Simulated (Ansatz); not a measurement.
## SiC (F-43m): energy against volume by PBE and RPA

```cif
data_structure
_symmetry_space_group_name_H-M 'P 1'
_symmetry_Int_Tables_number 1
_cell_length_a 3.0816
_cell_length_b 3.0816
_cell_length_c 3.0816
_cell_angle_alpha 60.000
_cell_angle_beta 60.000
_cell_angle_gamma 60.000
_cell_volume 20.69
loop_
_atom_site_label
_atom_site_type_symbol
_atom_site_fract_x
_atom_site_fract_y
_atom_site_fract_z
_atom_site_occupancy
Si1 Si 0.00000 0.00000 0.00000 1
C1 C 0.25000 0.25000 0.25000 1
```

RPA total energy on PBE orbitals, hand-made PAW set (Ansatz); 4×4×4 mesh, wave cutoff 820 eV, correlation extrapolated to infinite response cutoff from cutoffs up to 450 eV, 8 electrons, all correlated, long-wavelength term: neglected.

Energies and volumes of the whole cell, energies counted from the given cell:

```csv
V/V_given,V (Å³),PBE (meV),Hartree-Fock expression on these orbitals (meV),RPA (meV)
0.92,19.04,145,119,130
0.96,19.86,44,28,36
1.00,20.69,0,0,0
1.04,21.52,3,24,11
1.08,22.35,45,92,62
```

Q: Fit third-order Birch-Murnaghan curves. Where are the minima?

A: PBE: V0 = 10.52 Å³ an atom (lattice constants +0.6 % against the given cell), B0 = 212 GPa; Hartree-Fock expression on these orbitals: V0 = 10.35 Å³ an atom (lattice constants 0.0 % against the given cell), B0 = 252 GPa; RPA: V0 = 10.44 Å³ an atom (lattice constants +0.3 % against the given cell), B0 = 222 GPa.

This ran on a trial build of the method. The mesh is coarse, so these are values at the stated settings, not converged ones.
